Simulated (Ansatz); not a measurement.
HfC: what symmetry allows forces and stress to be

```yaml
crystal:
  lattice:
    - [3.19635, 0.20057, 0.00000]
    - [-1.42447, 2.86840, 0.00000]
    - [0.00000, 0.00000, 5.52242]
  atoms:
    - { symbol: Hf, position: [0.57373, 0.28912, 0.75000] }
    - { symbol: Hf, position: [0.28912, 0.57373, 0.25000] }
    - { symbol: C, position: [0.06858, 0.06858, 0.00000] }
    - { symbol: C, position: [0.06858, 0.06858, 0.50000] }
```

Method: Ansatz 0.2.0, DFT PBE, scalar-relativistic, plane waves, PAW.

Plane waves to 420 eV, a k mesh through Γ of 12×12×8 on the computed 4-atom cell and Gaussian smearing (0.10 eV); no spin polarisation.

This distorted cell has space group Ama2, with 4 operations.

Problem. Without a calculation: in which directions can each atom feel a force?

Solution. A force must be left unchanged by every operation that keeps its atom in place, so it lies in the space that those operations leave fixed. Atoms that the group maps onto each other feel forces of one size.
| atom | site symmetry | operations at the site | equivalent to atom | allowed force (Cartesian) |
| --- | --- | --- | --- | --- |
| Hf1 | m.. | 2 | 1 | in the plane normal to (0.00, 0.00, 1.00) |
| Hf2 | m.. | 2 | 1 | in the plane normal to (0.00, 0.00, 1.00) |
| C3 | ..2 | 2 | 3 | along (0.50, 0.87, 0.00) |
| C4 | ..2 | 2 | 3 | along (0.50, 0.87, 0.00) |

That leaves 3 independent force components of 12, tied by 1 condition that the forces sum to zero, so 2 remain. A relaxation in this cell that keeps the symmetry moves the atoms in these directions alone.

Problem. And the stress tensor?

Solution. It must be invariant under the point group, which leaves 3 independent components: yz, xz vanish. Further linear relations between components hold in this frame.

Problem. Do the computed values obey this?

Solution. Yes. Forces (eV/Å):
```
Hf1  4.393  2.376  0.000
Hf2 -0.139  4.992  0.000
C3  -2.127 -3.684  0.000
C4  -2.127 -3.684  0.000
```

Stress (GPa, compression positive, xx yy zz yz xz xy): 14.15 4.33 29.50 0.00 0.00 -8.50. The program imposes the same operations on density, forces and stress, so this confirms the analysis and is no independent test of the calculation.

Spin–orbit coupling is left out, which can shift energies with elements as heavy as these.

This form isn't the usual stable structure of the compound.